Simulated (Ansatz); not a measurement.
Method: DFT PBE, scalar-relativistic, plane waves, PAW in Ansatz 0.2.0. Settings: cutoff 420 eV, Γ-centred meshes spaced at most about 0.3 Å⁻¹, and about 0.25 Å⁻¹ or finer for metals (2π included), Gaussian smearing. No spin polarisation.

All energies are static (0 K, no zero-point motion).

Task: Order these relaxed structures of Si5Ge by energy, lowest first, with the energy over the lowest of them.
A.

Space group P4/mmm (No. 123). a = 4.820 Å, b = 4.820 Å, c = 4.932 Å, α = 90.00°, β = 90.00°, γ = 90.00°
```csv
atom,site,symmetry,x,y,z
Si,1d,4/mmm,0.5000,0.5000,0.5000
Si,2g,4mm,0.0000,0.0000,0.2539
Si,2f,mmm.,0.0000,0.5000,0.0000
Ge,1c,4/mmm,0.5000,0.5000,0.0000
```

B.

Space group P6/mmm (No. 191). a = 4.866 Å, b = 4.866 Å, c = 7.192 Å, α = 90.00°, β = 90.00°, γ = 120.00°
| atom | site | symmetry | x | y | z |
| --- | --- | --- | --- | --- | --- |
| Si | 3f | mmm | 0.5000 | 0.0000 | 0.0000 |
| Si | 2e | 6mm | 0.0000 | 0.0000 | 0.8234 |
| Ge | 1b | 6/mmm | 0.0000 | 0.0000 | 0.5000 |

C.

Space group P6/mmm (No. 191). a = 4.938 Å, b = 4.938 Å, c = 4.708 Å, α = 90.00°, β = 90.00°, γ = 120.00°
```tsv
atom	site	symmetry	x	y	z
Si	2c	-6m2	0.3333	0.6667	0.0000
Si	3g	mmm	0.5000	0.0000	0.5000
Ge	1a	6/mmm	0.0000	0.0000	0.0000
```

Result: C (0 meV/atom), A (207 meV/atom), B (306 meV/atom). Forms: C CaCu5 type, P6/mmm; A P4/mmm; B P6/mmm. Counting Si atoms around Ge (those within 1.25 times the shortest such distance or 1.15 times the sum of covalent radii; a plus sign parts nearer from farther groups; the shortest distance is added where it is long for a bond): C has Ge 6+12 from 2.9 Å; A has Ge 6; B has Ge 2. All come from invented guesses. The lowest form computed isn't among them: it has space group P6/mmm (No. 191), 15.6 Å³/atom and lies 81 meV/atom below the best shown. Even the lowest of the cells shown lies +0.57 eV/atom against the elements.

Cells relaxed within their symmetry can be saddle points. Some types were kept out of the candidates beforehand, so the set may lack a known form.
